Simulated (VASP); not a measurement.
Wanted: the native input for a VASP 6.6.1 run.

```yaml
Task: single point
Functional: PBE
Potentials_or_basis: VASP PAW PBE potentials, release 64 (Cd, S)
Cutoff: 520 eV
k_mesh: 6 × 4 × 1
Occupations: gaussian, width 0.05 eV
Spin: no spin polarisation
Dipole_correction: yes
Further_INCAR_settings: LREAL = Auto; ALGO = Fast; EDIFF = 1e-06; NBANDS = 86
```

The structure of CdS (Greenockite) lies in POSCAR:

```
CdS
1.0
    4.1965609992      0.0000000000      0.0000000000
    0.0000000000      6.8288413988      0.0000000000
    0.0000000000      0.0000000000     27.1144281127
Cd S
8 8
Direct
    0.0000000000     -0.0474743282      0.2975459394
    0.5000000000      0.5138715270      0.3155913441
    0.5000000000      0.0083759549      0.4139556436
    0.0000000000      0.5128255433      0.4528591483
    0.0000000000      0.0128255528      0.5471408417
    0.5000000000      0.5083759512      0.5860443273
    0.5000000000      0.0138712764      0.6844085913
    0.0000000000      0.4525255188      0.7024540614
    0.0000000000      0.6140466664      0.2697260688
    0.5000000000      0.1308221195      0.3230464247
    0.5000000000      0.6323334177      0.4079243561
    0.0000000000      0.1351994355      0.4571975667
    0.0000000000      0.6351994779      0.5428024639
    0.5000000000      0.1323334507      0.5920756707
    0.5000000000      0.6308219635      0.6769536450
    0.0000000000      0.1140464724      0.7302739072
```

The cell isn't the ideal one: (1 0 0) slab, atoms relaxed.

The input as run:

INCAR

```
SYSTEM = CdS
PREC     = Accurate       ! precision mode
ENCUT    = 520            ! plane-wave cutoff, eV
EDIFF    = 1E-6           ! SCF threshold, eV
ISMEAR   = 0              ! smearing method
SIGMA    = 0.05           ! smearing width, eV
LREAL    = Auto         
LASPH    = .TRUE.         ! aspherical terms in the spheres
NELM     = 80             ! most SCF steps
ALGO     = Fast           ! electronic algorithm
ISIF     = 2              ! what is computed and relaxed
LWAVE    = .FALSE.        ! write WAVECAR
LCHARG   = .TRUE.         ! write CHGCAR
LDIPOL   = .TRUE.       
IDIPOL   = 3            
DIPOL    = 0.5 0.5 0.500
GGA      = PE             ! functional
LELF     = .TRUE.         ! ELF
LVHAR    = .TRUE.       
LVACPOTAV= .TRUE.       
NBANDS   = 86             ! bands
```

KPOINTS

```
regular mesh
0
G
  6 4 1
  0 0 0
```

Potentials or basis: VASP PAW PBE potentials, release 64 (Cd, S).

The run is started by

```sh
$ cat potpaw_PBE.64/Cd/POTCAR potpaw_PBE.64/S/POTCAR > POTCAR
$ mpirun -np 1 vasp_std > vasp.out
```

Results of the run:

| Item | Value |
| --- | --- |
| Largest force | 0.056 eV/Å |
| Band gap on the k mesh | 1.37 eV, direct |
| Ionisation potential of the upper face | 5.95 eV |

Run time: 18 min on 1 thread of AMD EPYC 9R45 (Zen 5) (shared host), peak memory 0.98 GiB.
